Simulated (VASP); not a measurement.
# PbF2 (I4mm) in VASP: notebook, part 2 of 2

VASP 6.6.1. The steps go on from the part before.

## (3) Single point, LDA

Input file INCAR:

```
  PREC = Accurate
  ENCUT = 520
  EDIFF = 1E-6
  ISMEAR = 0
  SIGMA = 0.05
  LREAL = False
  LASPH = True
  NELM = 100
  ALGO = Normal
  ISIF = 2
  LWAVE = False
  LCHARG = False
  GGA = CA
  NBANDS = 21
```

Input file KPOINTS:

```
regular mesh
0
Gamma
  8 8 8
```

Input file POSCAR:

```
PbF2
1.0
    0.0000000000      2.9698500000      2.9698500000
    2.9698500000      0.0000000000      2.9698500000
    2.9698500000      2.9698500000      0.0000000000
Pb F
1 2
Direct
    0.0000000000      0.0000000000      0.0000000000
    0.2289551661      0.2289551661      0.2710448339
    0.7289551661      0.7289551661      0.7710448339
```

Potentials or basis: VASP PAW LDA potentials, release 64 (Pb_d, F).

Launch:

```bash
$ cat potpaw_LDA.64/Pb_d/POTCAR potpaw_LDA.64/F/POTCAR > POTCAR
$ mpirun -np 1 vasp_std > vasp.out
```

OUTCAR:

```text
PREC = Accurate
   ENCUT = 520
   EDIFF = 1E-6
   ISMEAR = 0
   LREAL = False
   LASPH = True
   NELM = 100
   ISIF = 2
   GGA = CA

 ion  position               nearest neighbor table
   1  0.000  0.000  0.000-   3 2.50   3 2.50   2 2.50   2 2.50   3 2.65   3 2.65   2 2.65   2 2.65

   2  0.229  0.229  0.271-   1 2.50   1 2.50   1 2.65   1 2.65
   3  0.729  0.729  0.771-   1 2.50   1 2.50   1 2.65   1 2.65

  LATTYP: Found a face centered cubic cell.
 ALAT       =     5.9397000000

  Lattice vectors:

 A1 = (   0.0000000000,   2.9698500000,   2.9698500000)
 A2 = (   2.9698500000,   0.0000000000,   2.9698500000)
 A3 = (   2.9698500000,   2.9698500000,   0.0000000000)

Analysis of symmetry for initial positions (statically):
=====================================================================
 Subroutine PRICEL returns:
 Original cell was already a primitive cell.

 Routine SETGRP: Setting up the symmetry group for a
 face centered cubic supercell.

 Subroutine GETGRP returns: Found  8 space group operations
 (whereof  8 operations were pure point group operations)
 out of a pool of 48 trial point group operations.

The static configuration has the point symmetry C_4v.

Analysis of symmetry for dynamics (positions and initial velocities):
=====================================================================
 Subroutine PRICEL returns:
 Original cell was already a primitive cell.

 Routine SETGRP: Setting up the symmetry group for a
 face centered cubic supercell.

 Subroutine GETGRP returns: Found  8 space group operations
 (whereof  8 operations were pure point group operations)
 out of a pool of 48 trial point group operations.

The dynamic configuration has the point symmetry C_4v.

 Subroutine INISYM returns: Found  8 space group operations
 (whereof  8 operations are pure point group operations),
 and found     1 'primitive' translations

----------------------------------------------------------------------------------------

                                     Primitive cell

  volume of cell :      52.3882

  direct lattice vectors                    reciprocal lattice vectors
     0.000000000  2.969850000  2.969850000    -0.168358671  0.168358671  0.168358671
     2.969850000  0.000000000  2.969850000     0.168358671 -0.168358671  0.168358671
     2.969850000  2.969850000  0.000000000     0.168358671  0.168358671 -0.168358671

  length of vectors
     4.200002148  4.200002148  4.200002148     0.291605773  0.291605773  0.291605773

  position of ions in fractional coordinates (direct lattice)
     0.000000000  0.000000000  0.000000000
     0.228955166  0.228955166  0.271044834
     0.728955166  0.728955166  0.771044834

  ion indices of the primitive-cell ions
   primitive index   ion index
                 1           1
                 2           2
                 3           3

----------------------------------------------------------------------------------------

 KPOINTS: regular mesh

Automatic generation of k-mesh.
 Grid dimensions read from file:
 generate k-points for:    8    8    8

 Generating k-lattice:

  Cartesian coordinates                     Fractional coordinates (reciprocal lattice)
    -0.021044834  0.021044834  0.021044834     0.125000000  0.000000000  0.000000000
     0.021044834 -0.021044834  0.021044834     0.000000000  0.125000000  0.000000000
     0.021044834  0.021044834 -0.021044834     0.000000000  0.000000000  0.125000000

  Length of vectors
     0.036450722  0.036450722  0.036450722

  Shift w.r.t. Gamma in fractional coordinates (k-lattice)
     0.000000000  0.000000000  0.000000000

 Subroutine IBZKPT returns following result:
 ===========================================

 Found     59 irreducible k-points:

 Following reciprocal coordinates:
            Coordinates               Weight
  0.000000  0.000000  0.000000      1.000000
  0.125000  0.000000  0.000000      8.000000
  0.250000  0.000000  0.000000      8.000000
  0.375000  0.000000  0.000000      8.000000
  0.500000  0.000000  0.000000      4.000000
  0.125000  0.125000  0.000000      2.000000
[... 16 lines left out ...]
  0.000000  0.375000  0.250000     16.000000
  0.500000  0.250000  0.000000      8.000000
 [... further k-points ...]
   k-points           NKPTS =     59   k-points in BZ     NKDIM =     59   number of bands    NBANDS=     21
   number of dos      NEDOS =    301   number of ions     NIONS =      3
   total plane-waves  NPLWV =  32768
   dimension x,y,z NGX =    32 NGY =   32 NGZ =   32
   dimension x,y,z NGXF=    64 NGYF=   64 NGZF=   64
   ions per type =               1   2
   NGX,Y,Z   is equivalent  to a cutoff of  12.67, 12.67, 12.67 a.u.
   NGXF,Y,Z  is equivalent  to a cutoff of  25.33, 25.33, 25.33 a.u.
 SYSTEM =  unknown system
   PREC   = accura    normal or accurate (medium, high low for compatibility)
   ISTART =      0    job   : 0-new  1-cont  2-samecut
   ICHARG =      2    charge: 1-file 2-atom 10-const
   ISPIN  =      1    spin polarized calculation?
   LNONCOLLINEAR =      F non collinear calculations
   LSORBIT =      F    spin-orbit coupling
   LASPH  =      T    aspherical Exc in radial PAW
   ENCUT  =  520.0 eV  38.22 Ry    6.18 a.u.   7.81  7.81  7.81*2*pi/ulx,y,z
   NELM   =    100;   NELMIN=  2; NELMDL= -5     # of ELM steps
   EDIFF  = 0.1E-05   stopping-criterion for ELM
   LREAL  =      F    real-space projection
   EDIFFG = 0.1E-04   stopping-criterion for IOM
   NSW    =      0    number of steps for IOM
   IBRION =     -1    ionic relax: 0-MD 1-quasi-New 2-CG
   NFREE  =      0    steps in history (QN), initial steepest desc. (CG)
   ISIF   =      2    stress and relaxation
   ISYM   =      2    0-nonsym 1-usesym 2-fastsym
   POTIM  = 0.5000    time-step for ionic-motion
   TEBEG  =    0.0;   TEEND  =   0.0 temperature during run
   PSTRESS=    0.0 pullay stress
   NELECT =      28.0000    total number of electrons
   NUPDOWN=      -1.0000    fix difference up-down
   EMIN   =  10.00;   EMAX   =-10.00  energy-range for DOS
   EFERMI =   0.00;   METHOD = LEGACY
   ISMEAR =     0;   SIGMA  =   0.05  broadening in eV -4-tet -1-fermi 0-gaus
   EFERMI_NEDOS =   21; number of points for ismear=-14 and -15
   IALGO  =     38    algorithm
   IMIX   =      4    mixing-type and parameters
     AMIX     =   0.40;   BMIX     =  1.00
     AMIX_MAG =   1.60;   BMIX_MAG =  1.00
  volume/ion in A,a.u.               =      17.46       117.84
  Fermi-wavevector in a.u.,A,eV,Ry     =   1.328566  2.510625 24.015460  1.765086
  Thomas-Fermi vector in A             =   2.457794
   LORBIT       =      0    0 simple, 1 ext, 2 COOP (PROOUT), +10 PAW based schemes
   GGA     = CA    functional components
   LHFCALC =     F    Hartree Fock is set to
   AEXX    =    0.0000 exact exchange contribution
   IVDW    =     0    specifies the selected vdW correction
   LEPSILON=     F    determine dielectric tensor
   LRPA    =     F    only Hartree local field effects (RPA)
 non-spin polarized calculation
 Gauss-broadening in eV      SIGMA  =   0.05
  energy-cutoff  :      520.00
  volume of cell :       52.39
 maximum number of plane-waves:      1424
   NGX = 15   NGY = 15   NGZ = 15

 number of electron      27.9999993 magnetization

 Free energy of the ion-electron system (eV)
  ---------------------------------------------------
  ext. energy  EPLUGINS =         0.00000000
  ---------------------------------------------------
  free energy    TOTEN  =       -15.89921748 eV

  energy without entropy =      -15.89921748  energy(sigma->0) =      -15.89921748

 E-fermi :   1.7065     XC(G=0): -10.0313

 val. band max:        1.4408800093   @ k =   0.2500  -0.2500   0.5000
 cond. band min:       5.6480929033   @ k =   0.5000   0.5000   0.0000
 fundamental gap:      4.2072128940
 Fermi energy:         1.7064709883

 k-point     1 :       0.0000    0.0000    0.0000
  band No.  band energies     occupation
      1     -19.2499      2.00000
      2     -18.5942      2.00000
      3     -12.8960      2.00000
      4     -12.8960      2.00000
      5     -12.8770      2.00000
      6     -12.8256      2.00000
[... 550 lines left out ...]
      5     -12.7972      2.00000
      6     -12.7865      2.00000
[... 13 lines left out ...]
     20      16.7529      0.00000
     21      17.6051      0.00000

 [... further k-points ...]

------------------------ aborting loop because EDIFF is reached ----------------------------------------

  FORCE on cell =-STRESS in cart. coord.  units (eV):
  Direction    XX          YY          ZZ          XY          YZ          ZX
  --------------------------------------------------------------------------------------
  -------------------------------------------------------------------------------------
  Total       -1.5229972     -1.5229972     -1.4637241      0.0000000      0.0000000      0.0000000
  in kB      -46.5774981    -46.5774981    -44.7647620      0.0000000      0.0000000      0.0000000
  external PRESSURE =     -45.9732527 kB  Pullay stress =       0.0000000 kB

 VOLUME and BASIS-vectors are now :
 -----------------------------------------------------------------------------
  energy-cutoff  :      520.00
  volume of cell :       52.39
      direct lattice vectors                 reciprocal lattice vectors
     0.000000000  2.969850000  2.969850000    -0.168358671  0.168358671  0.168358671
     2.969850000  0.000000000  2.969850000     0.168358671 -0.168358671  0.168358671
     2.969850000  2.969850000  0.000000000     0.168358671  0.168358671 -0.168358671

 POSITION                                       TOTAL-FORCE (eV/Angst)
 -----------------------------------------------------------------------------------
      0.00000      0.00000      0.00000         0.000000      0.000000     -0.123616
      1.48493      1.48493      1.35993         0.000000      0.000000      0.061808
      4.45477      4.45477      4.32978        -0.000000     -0.000000      0.061808
 -----------------------------------------------------------------------------------
    total drift:                               -0.000003     -0.000003      0.002104

  FREE ENERGIE OF THE ION-ELECTRON SYSTEM (eV)
  ---------------------------------------------------
  free  energy   TOTEN  =       -15.8992174791 eV

  energy  without entropy=      -15.8992174791  energy(sigma->0) =      -15.89921748
```

stdout:

```text
POSCAR found type information on POSCAR PbF
 POSCAR found :  2 types and       3 ions
 scaLAPACK will be used
 LDA part: xc-table for (Slater(with rela. corr.)+CA(PZ))
 , standard interpolation
 POSCAR, INCAR and KPOINTS ok, starting setup
 FFT: planning ... GRIDC
 FFT: planning ... GRID_SOFT
 FFT: planning ... GRID
 WAVECAR not read
 entering main loop
```

It took 25 s on 1 thread of Intel Xeon Platinum 8488C (Sapphire Rapids), shared host; peak memory 0.19 GiB.

Results:

| Property | Result |
| --- | --- |
| Free energy | -15.8992 eV |
| Pressure | -4.6 GPa |
| Largest force | 0.124 eV/Å |
| Band gap on the k mesh | 4.21 eV, indirect (least direct gap 4.39 eV) |

Forces in eV/Å, atoms in the order of the input:
```
Pb   0.000  0.000 -0.124
F    0.000  0.000  0.062
F    0.000  0.000  0.062
```

Caveat: spin-orbit coupling is left out, which as a rule narrows the gap of such compounds by several tenths of an eV. A k mesh can miss the band edges.

## (4) Single point, LDA

Input file INCAR:

```
  PREC = Accurate
  ENCUT = 520
  EDIFF = 1E-7
  ISMEAR = 0
  SIGMA = 0.05
  LREAL = F
  LASPH = T
  NELM = 100
  ALGO = Fast
  ISIF = 2
  LWAVE = F
  LCHARG = F
  NBANDS = 21
```

Input file KPOINTS:

```
Automatic mesh
0
Gamma
  8 8 8
```

Input file POSCAR:

```
PbF2
1.0
    0.0000000000      2.9698500000      2.9698500000
    2.9698500000      0.0000000000      2.9698500000
    2.9698500000      2.9698500000      0.0000000000
Pb F
1 2
Direct
    0.0000000000      0.0000000000      0.0000000000
    0.1763430813      0.1763430813      0.3236569187
    0.6763430813      0.6763430813      0.8236569187
```

Launch:

```bash
$ cat potpaw_LDA.64/Pb_d/POTCAR potpaw_LDA.64/F/POTCAR > POTCAR
$ mpirun -np 1 vasp_std > vasp.out
```

Run time: 44 s. Hardware: 1 thread of Intel Xeon Platinum 8488C (Sapphire Rapids), shared host; peak memory 0.18 GiB.

It converged, with:

| Property | Result |
| --- | --- |
| Free energy | -15.7656 eV |
| Pressure | -0.7 GPa |
| Largest force | 0.861 eV/Å |
| Band gap on the k mesh | 4.01 eV, indirect (least direct gap 4.47 eV) |

Forces on the atoms (eV/Å):
```
Pb   0.000  0.000 -0.861
F    0.000  0.000  0.431
F    0.000  0.000  0.431
```

Stress tensor (GPa, compression positive):
```
-0.87  0.00  0.00
 0.00 -0.87  0.00
 0.00  0.00 -0.36
```

Levels at points of the mesh, in eV from the valence-band top:
```csv
k point,band 10,band 11,band 12,band 13,band 14,band 15,band 16,band 17,band 18,band 19
"(0.00, 0.00, 0.00)",-3.25,-2.73,-2.20,-2.20,-2.02,6.13,7.08,7.08,9.83,14.19
"(0.50, 0.00, 0.00)",-3.25,-2.95,-2.40,-2.37,-0.16,4.61,7.38,7.81,12.39,13.07
"(0.50, 0.50, 0.00)",-4.08,-1.95,-1.95,-1.75,-0.71,4.01,7.93,7.93,8.45,13.62
"(0.00, 0.50, 0.50)",-3.58,-2.16,-1.95,-1.68,-0.13,4.34,6.78,7.75,8.98,13.27
```

Caveat: spin-orbit coupling is left out, which as a rule narrows the gap of such compounds by several tenths of an eV.

## (5) Overview

```csv
cell,gap on the mesh (eV),pressure (GPa),largest force (eV/Å)
"all F atoms moved +0.375 Å, as atom 2 towards its neighbour atom 3 (F) at 2.970 Å",4.07,-1.8,0.65
"all F atoms moved +0.125 Å, as atom 2 towards its neighbour atom 3 (F) at 2.970 Å",4.21,-4.6,0.12
"all F atoms moved +0.438 Å, as atom 2 towards its neighbour atom 3 (F) at 2.970 Å",4.01,-0.7,0.86
```

Alike in all rows: task single point; level LDA; potentials or basis VASP PAW LDA potentials, release 64 (Pb_d, F); no spin polarisation; k mesh 8 × 8 × 8; cutoff (eV) 520; smearing gaussian 0.05 eV.

Caveats: spin-orbit coupling is left out, which as a rule narrows the gap of such compounds by several tenths of an eV.

Absolute energies hang on the potentials; compare differences alone.
